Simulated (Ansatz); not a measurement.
# Relaxing Li$_{32}$S$_{17}$

Method: DFT PBEsol, scalar-relativistic, plane waves, PAW in Ansatz 0.2.0. (420 eV cutoff, 2×2×2 k-mesh, shifted by half a step, Gaussian smearing of 0.01 eV, no spin polarisation)

What was changed: S interstitial, charge -2, atoms relaxed at the host's cell.

In a supercell of 49 atoms the defect feels its periodic images.

Spin polarisation was left out.

Command:

```bash
ansatz run input.yaml --threads 4 --pin off --max-ram 6144MiB --backend cpu --events-out ev --progress --plain --runs-dir out
```

Input:

```yaml
crystal:
  lattice:
    - [5.6548817363, 5.6548817363, 5.6548817363]
    - [-5.6548817363, 5.6548817363, -5.6548817363]
    - [-5.6548817363, -5.6548817363, 5.6548817363]
  atoms:
    - { symbol: Li, position: [0.743038751, -3.25e-08, 0.0035812573] }
    - { symbol: Li, position: [0.7549769768, 0.7488538234, 0.2549769768] }
    - { symbol: Li, position: [-0.0022782618, 0.7484410103, -0.0010316516] }
    - { symbol: Li, position: [0.7525613246, 0.505386674, 0.5046779696] }
    - { symbol: Li, position: [0.0046779696, 0.505386674, 0.2525613246] }
    - { symbol: Li, position: [0.2471747027, 0.4946133325, -0.0007086356] }
    - { symbol: Li, position: [0.750527448, 0.2515590322, 0.7492808404] }
    - { symbol: Li, position: [0.0061231451, 0.2511461305, 0.5061231451] }
    - { symbol: Li, position: [0.2492808404, 0.2515590322, 0.250527448] }
    - { symbol: Li, position: [0.4939969312, 0.2447516085, -0.0060030688] }
    - { symbol: Li, position: [-0.0056451621, -3.65e-08, 0.7469504602] }
    - { symbol: Li, position: [0.2469504602, -3.65e-08, 0.4943548379] }
    - { symbol: Li, position: [0.5035812573, -3.25e-08, 0.243038751] }
    - { symbol: Li, position: [0.2492451794, 0.7552483949, 0.7492451794] }
    - { symbol: Li, position: [0.4989683484, 0.7484410103, 0.4977217382] }
    - { symbol: Li, position: [0.4992913644, 0.4946133325, 0.7471747027] }
    - { symbol: Li, position: [0.2569612165, -3.25e-08, -0.0035812897] }
    - { symbol: Li, position: [0.2494726619, 0.7484410103, 0.2507192721] }
    - { symbol: Li, position: [0.5060032155, 0.7552483949, 0.0060032155] }
    - { symbol: Li, position: [0.2474386298, 0.4946133325, 0.4953219681] }
    - { symbol: Li, position: [0.5007087044, 0.505386674, 0.2528253494] }
    - { symbol: Li, position: [0.7528253494, 0.505386674, 0.0007087044] }
    - { symbol: Li, position: [0.2450229854, 0.2511461305, 0.7450229854] }
    - { symbol: Li, position: [0.5010315842, 0.2515590322, 0.5022781918] }
    - { symbol: Li, position: [0.7507546772, 0.2447516085, 0.2507546772] }
    - { symbol: Li, position: [0.0022781918, 0.2515590322, 0.0010315842] }
    - { symbol: Li, position: [0.4964187103, -3.25e-08, 0.7569612165] }
    - { symbol: Li, position: [0.7530495033, -3.65e-08, 0.5056451255] }
    - { symbol: Li, position: [0.0056451255, -3.65e-08, 0.2530495033] }
    - { symbol: Li, position: [0.7507192721, 0.7484410103, 0.7494726619] }
    - { symbol: Li, position: [-0.0061231533, 0.7488538234, 0.4938768467] }
    - { symbol: Li, position: [-0.0046780319, 0.4946133325, 0.7474386298] }
    - { symbol: S, position: [0.5031945173, 0.2710198426, 0.2678253254] }
    - { symbol: S, position: [0.5000000143, 2.86e-08, 0.5000000143] }
    - { symbol: S, position: [0.7763374464, -1.05e-08, 0.2763374464] }
    - { symbol: S, position: [0.4968054929, 0.7289802111, 0.7321747182] }
    - { symbol: S, position: [0.7478844016, 0.748997715, 0.5011133135] }
    - { symbol: S, position: [0.0011133135, 0.748997715, 0.2478844016] }
    - { symbol: S, position: [0.5000000076, 0.499999987, 7.6e-09] }
    - { symbol: S, position: [0.7500000111, 0.5000000221, 0.7500000111] }
    - { symbol: S, position: [-2.06e-08, 0.499999987, 0.4999999794] }
    - { symbol: S, position: [0.2500000111, 0.5000000221, 0.2500000111] }
    - { symbol: S, position: [0.7678253254, 0.2710198426, 0.0031945173] }
    - { symbol: S, position: [-0.0011132898, 0.2510023113, 0.7521156011] }
    - { symbol: S, position: [0.2521156011, 0.2510023113, 0.4988867102] }
    - { symbol: S, position: [1.43e-08, 2.86e-08, 1.43e-08] }
    - { symbol: S, position: [0.2236625431, -1.05e-08, 0.7236625431] }
    - { symbol: S, position: [0.2321747182, 0.7289802111, -0.0031945071] }
    - { symbol: S, position: [0.4999999755, -4.9e-08, -2.45e-08] }
  host:
    lattice:
      - [0.0, 2.8274408681, 2.8274408681]
      - [2.8274408681, 0.0, 2.8274408681]
      - [2.8274408681, 2.8274408681, 0.0]
    atoms:
      - { symbol: Li, position: [0.75, 0.75, 0.75] }
      - { symbol: Li, position: [0.25, 0.25, 0.25] }
      - { symbol: S, position: [0.0, 0.0, 0.0] }
total_charge: -2
basis:
  ecutwfc: 420
  xc_grid: 2
kpoints:
  mp_grid: { grid: [2, 2, 2], shift: [0.5, 0.5, 0.5] }
hamiltonian:
  xc: pbesol
scf:
  occupations: { method: gaussian, width: 0.01 }
output:
  forces: true
  stress: false
  eigenvalues: true
  charged_corrections:
    defect_position: [0.5, 0.0, 0.0]
    epsilon: [[7.4561, 0.0, 0.0], [0.0, 7.4561, 0.0], [0.0, 0.0, 7.4561]]
  write_density: true
  write_potential: true
  elf: true
  volumetric_format: npy
relax:
  adjacent_minimum: "off"
  f_tol: 0.025
  max_steps: 45
```

F is the free energy.

Steps:

| step | F − F(1) (eV) | largest force component (eV/Å) |
| --- | --- | --- |
| 1 | 0.0000 | 0.742 |
| 2 | -0.2486 | 0.168 |
| 3 | -0.3038 | 0.024 |
| 4 | -0.3038 | 0.024 |

Relaxed structure:

```cif
data_structure
_symmetry_space_group_name_H-M 'P 1'
_symmetry_Int_Tables_number 1
_cell_length_a 9.7945
_cell_length_b 9.7945
_cell_length_c 9.7945
_cell_angle_alpha 109.471
_cell_angle_beta 109.471
_cell_angle_gamma 109.471
_cell_volume 723.32
loop_
_atom_site_label
_atom_site_type_symbol
_atom_site_fract_x
_atom_site_fract_y
_atom_site_fract_z
_atom_site_occupancy
Li1 Li 0.73826 0.00000 0.00007 1
Li2 Li 0.75311 0.74882 0.25311 1
Li3 Li 0.99563 0.74689 0.00002 1
Li4 Li 0.75141 0.50462 0.50455 1
Li5 Li 0.00455 0.50462 0.25141 1
Li6 Li 0.24679 0.49538 0.99993 1
Li7 Li 0.75313 0.25311 0.74874 1
Li8 Li 0.00429 0.25118 0.50429 1
Li9 Li 0.24874 0.25311 0.25313 1
Li10 Li 0.50039 0.23867 0.00039 1
Li11 Li 0.99573 0.00000 0.74696 1
Li12 Li 0.24696 0.00000 0.49573 1
Li13 Li 0.50007 0.00000 0.23826 1
Li14 Li 0.26172 0.76133 0.76172 1
Li15 Li 0.50002 0.74689 0.49563 1
Li16 Li 0.49993 0.49538 0.74679 1
Li17 Li 0.26174 0.00000 0.99993 1
Li18 Li 0.24687 0.74689 0.25126 1
Li19 Li 0.49961 0.76133 0.99961 1
Li20 Li 0.24859 0.49538 0.49545 1
Li21 Li 0.50007 0.50462 0.25321 1
Li22 Li 0.75321 0.50462 0.00007 1
Li23 Li 0.24689 0.25118 0.74689 1
Li24 Li 0.49998 0.25311 0.50437 1
Li25 Li 0.73828 0.23867 0.23828 1
Li26 Li 0.00437 0.25311 0.99998 1
Li27 Li 0.49993 0.00000 0.76174 1
Li28 Li 0.75304 0.00000 0.50427 1
Li29 Li 0.00427 0.00000 0.25304 1
Li30 Li 0.75126 0.74689 0.74687 1
Li31 Li 0.99571 0.74882 0.49571 1
Li32 Li 0.99545 0.49538 0.74859 1
S1 S 0.50016 0.27643 0.27626 1
S2 S 0.50000 0.00000 0.50000 1
S3 S 0.77603 0.00000 0.27603 1
S4 S 0.49984 0.72357 0.72374 1
S5 S 0.75008 0.75012 0.50004 1
S6 S 0.00004 0.75012 0.25008 1
S7 S 0.50000 0.50000 0.00000 1
S8 S 0.75000 0.50000 0.75000 1
S9 S 0.00000 0.50000 0.50000 1
S10 S 0.25000 0.50000 0.25000 1
S11 S 0.77626 0.27643 0.00016 1
S12 S 0.99996 0.24988 0.74992 1
S13 S 0.24992 0.24988 0.49996 1
S14 S 0.00000 0.00000 0.00000 1
S15 S 0.22397 0.00000 0.72397 1
S16 S 0.22374 0.72357 0.99984 1
S17 S 0.50000 0.00000 0.00000 1
```

The run converged. It took 19 s on 4 threads of Intel(R) Xeon(R) 6975P-C (Granite Rapids), on a shared host, peak memory 2.2 GiB.